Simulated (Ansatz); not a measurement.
# Mn (dhcp): energy against volume

The calculation used Ansatz, DFT, PBE, plane waves (420 eV) with PAW, scalar-relativistic.

The cell is scaled uniformly from the relaxed one, with fractional coordinates and shape fixed. Energies are extrapolated to zero smearing, pressures are those at the given smearing. Magnetic state: spin not included.

A Birch-Murnaghan fit gives V₀ = 10.70 Å³/atom, B₀ = 282 GPa, B₀′ = 4.4.

(1) What are the energy above the minimum and the pressure at 9.862 Å³/atom?

(2) What are the energy above the minimum and the pressure at 11.577 Å³/atom?

(3) What are the energy above the minimum and the pressure at 12.006 Å³/atom?

## Answers

(1) 67.1 meV/atom and 28.02 GPa as computed.

(2) 54.6 meV/atom and -18.11 GPa as computed.

(3) 113.5 meV/atom and -24.59 GPa as computed.
